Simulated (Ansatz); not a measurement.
**CdIn2S4 at fixed geometry**

Aim: for CdIn2S4, a database structure at a slightly changed volume, find whether it is a metal or has a gap, how the charge is shared and how far the cell is from equilibrium. The atoms and the cell stay fixed.

Method: DFT, PBE, no spin polarisation, plane waves, PAW, in Ansatz 0.2.0.

### Step 1. Geometry

Symmetry: Fd-3m, No. 227, cubic system. The conventional cell has a = 10.789 Å, b = 10.789 Å, c = 10.789 Å, α = 90.00°, β = 90.00°, γ = 90.00°. Around Cd (site symmetry -43m) lie 4 S at 2.54 Å. In (site symmetry -3m) is surrounded by 6 S at 2.58 Å. S (site symmetry 3m) has 1 Cd at 2.54 Å and 3 In at 2.58 Å as nearest neighbours.

The coordinates stand in the input below.

The run starts from a saved solution of this cell (checkpoint.read), perhaps found on another mesh.

### Step 2. Self-consistent run

Input file input.yaml:

```yaml
crystal:
  lattice:
    - [0.0, 5.394362, 5.394362]
    - [5.394362, 0.0, 5.394362]
    - [5.394362, 5.394362, 0.0]
  atoms:
    - { symbol: Cd, position: [0.0, 0.0, 0.0] }
    - { symbol: Cd, position: [0.25, 0.25, 0.25] }
    - { symbol: In, position: [0.625, 0.625, 0.625] }
    - { symbol: In, position: [0.125, 0.625, 0.625] }
    - { symbol: In, position: [0.625, 0.625, 0.125] }
    - { symbol: In, position: [0.625, 0.125, 0.625] }
    - { symbol: S, position: [0.386, 0.386, 0.386] }
    - { symbol: S, position: [0.408, 0.864, 0.864] }
    - { symbol: S, position: [0.386, 0.386, 0.842] }
    - { symbol: S, position: [0.864, 0.408, 0.864] }
    - { symbol: S, position: [0.842, 0.386, 0.386] }
    - { symbol: S, position: [0.864, 0.864, 0.864] }
    - { symbol: S, position: [0.386, 0.842, 0.386] }
    - { symbol: S, position: [0.864, 0.864, 0.408] }
  symmetry: { tolerance: 0.0003 }
kpoints:
  mp_grid: { grid: [4, 4, 4], shift: [0, 0, 0] }
  band_path:
    path:
      - [0.0, 0.0, 0.0]
      - [0.5, 0.0, 0.5]
      - [0.625, 0.25, 0.625]
      - [0.375, 0.375, 0.75]
      - [0.0, 0.0, 0.0]
      - [0.5, 0.5, 0.5]
      - [0.5, 0.25, 0.75]
      - [0.5, 0.0, 0.5]
    npoints: 8
magnetization:
  spin_polarized: false
scf:
  occupations: { method: gaussian, width: 0.0636 }
  lower_state_search: "off"
  max_iter: 200
hamiltonian:
  pseudopotentials: { kind: paw }
  xc: pbe
basis:
  ecutwfc: 420
  fft_grid_basis: typed
output:
  forces: true
  stress: true
  eigenvalues: true
  bader: true
  populations: true
  elf: true
  write_potential: true
  volumetric_format: npy
  dos:
    e_range: [-12, 8]
    de: 0.05
    projected: { site_lists: { Cd: [Cd], In: [In], S: [S] } }
checkpoint:
  read: saved_state
```

**Question.** What will these runs give? Wanted: largest force; pressure; gap; least direct gap; Bader charges.

**Answer**, as computed:

```
                                      quantity                          value
                                 largest force                0.622 eV/Å on S
                                      pressure                        5.3 GPa
formation energy (elements from separate runs)                  -0.58 eV/atom
                           gap (mesh and path)              1.44 eV, indirect
                              least direct gap                        1.55 eV
                                 Bader charges  Cd +0.88, In +1.36, S -0.90 e
```

In words: There is a gap of 1.44 eV, with the least direct gap at 1.55 eV; within 0.7 eV of the edges the states project mainly on S p (93 %) below and In s (31 %), Cd s (24 %) and S s (21 %) above. A semilocal functional usually gives too small a gap. By Bader's partition In gives up most (+1.36 e) and S takes most (-0.90 e). With forces up to 0.62 eV/Å (on S), a relaxation would move the atoms. Against the elements' reference phases (Cd hcp, In body-centred tetragonal, alpha-S8 (Fddd); separate runs with the same functional) the formation energy is -0.58 eV per atom, a bound cell by that test.
